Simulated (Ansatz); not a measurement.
The system is Sb.

```
Sb
1.0
    -4.03001    4.03001    2.02549
     4.03001   -4.03001    2.02549
     4.03001    4.03001   -2.02549
Sb
4
Direct
  0.65126 0.15126 0.80253
  0.15126 0.34874 0.50000
  0.34874 0.84874 0.19747
  0.84874 0.65126 0.50000
```

This isn't the form of Sb at room conditions, which is rhombohedral.

- Program: Ansatz 0.2.0
- Task: relaxation of cell and atoms
- Functional: HSE06
- Potentials or basis: Ansatz PAW
- Cutoff: 420 eV (not typed: the program's choice for these potentials)
- k mesh: 4 × 4 × 4
- Occupations: fermi-dirac, width 0.05 eV
- Spin: no spin polarisation

At the start: volume 32.90 Å³/atom.

Where does the relaxation end?

It ends after 4 steps and the volume is 32.31 Å³/atom (-1.8 %); space group I4/mcm (No. 140, to 0.05 Å).

The path:
| step | energy change (eV) | largest force (eV/Å) | volume (Å³) |
| --- | --- | --- | --- |
| 1 | 0.0000 | 0.0777 | 131.58 |
| 2 | -0.0161 | 0.0167 | 129.28 |
| 3 | -0.0164 | 0.0028 | 129.25 |
| 4 | -0.0158 | 0.0028 | 129.25 |

Final structure:
```
Sb
1.0
    -3.97934    3.97934    2.04052
     3.97934   -3.97934    2.04052
     3.97934    3.97934   -2.04052
Sb
4
Cartesian
  1.2141 5.1934 0.0000
  2.7653 1.2141 0.0000
  2.7653 -1.2141 2.0405
  1.2141 2.7653 2.0405
```

Caveat: the k mesh is coarse (spacing up to 0.43 Å⁻¹), so the values aren't converged, least of all with exact exchange; the plane-wave basis is chosen anew once the cell has moved, so the energies of steps on either side of that aren't comparable; the PAW data sets come from PBE, with cores solved anew for the run's functional, which leaves a small shift of forces and pressure.
